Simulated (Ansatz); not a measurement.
# SiRu2: the cost of one run

Computed with Ansatz 0.2.0 (DFT PBE, scalar-relativistic, plane waves, PAW, unless a step's input says otherwise).

1 further run of the same task is left out (it didn't finish).

## 1. Starting point

Symmetry: P-6m2, No. 187, hexagonal system. Conventional cell: a = 3.311 Å, b = 3.311 Å, c = 5.197 Å, α = 90.00°, β = 90.00°, γ = 120.00°. Around Si (site symmetry -6m2) lie 6 Ru at 2.45 Å. Around Ru (site symmetry 3m) lie 1 Ru at 2.14 Å and 3 Si at 2.45 Å.

Structure file:

```cif
data_structure
_symmetry_space_group_name_H-M 'P-6m2'
_symmetry_Int_Tables_number 187
_cell_length_a 3.3107
_cell_length_b 3.3107
_cell_length_c 5.1967
_cell_angle_alpha 90.000
_cell_angle_beta 90.000
_cell_angle_gamma 120.000
_cell_volume 49.33
loop_
_atom_site_label
_atom_site_type_symbol
_atom_site_symmetry_multiplicity
_atom_site_Wyckoff_symbol
_atom_site_fract_x
_atom_site_fract_y
_atom_site_fract_z
_atom_site_occupancy
Si1 Si 1 f 0.66667 0.33333 0.50000 1
Ru1 Ru 2 h 0.33333 0.66667 0.20568 1
```

Recipe of the guess: random cell by space group and Wyckoff sites (P-6m2, No. 187). Its size is a rough estimate.

## 2. A first look at the guess

input.yaml reads:

```yaml
crystal:
  lattice:
    - [3.31070356, 0.0, 0.0]
    - [-1.65535178, 2.86715339, 0.0]
    - [0.0, 0.0, 5.19668487]
  atoms:
    - { symbol: Si, position: [0.66666667, 0.33333333, 0.5] }
    - { symbol: Ru, position: [0.33333333, 0.66666667, 0.20567669] }
    - { symbol: Ru, position: [0.33333333, 0.66666667, 0.79432331] }
basis:
  ecutwfc: 420
kpoints:
  mp_grid: { grid: [6, 6, 4] }
hamiltonian:
  xc: pbe
scf:
  occupations: { method: gaussian, width: 0.1 }
  lower_state_search: "off"
output:
  forces: true
  stress: true
  eigenvalues: true
```

Started as:

```sh
> ansatz run input.yaml --threads 1 --pin off --max-ram 2560MiB --backend cpu --events-out ev --progress --plain --runs-dir out
```

Q: Estimate wall time and peak memory on 1 thread of Intel Xeon Platinum 8488C (Sapphire Rapids), shared host.

About 1.3 s, with a peak of 0.38 GiB.
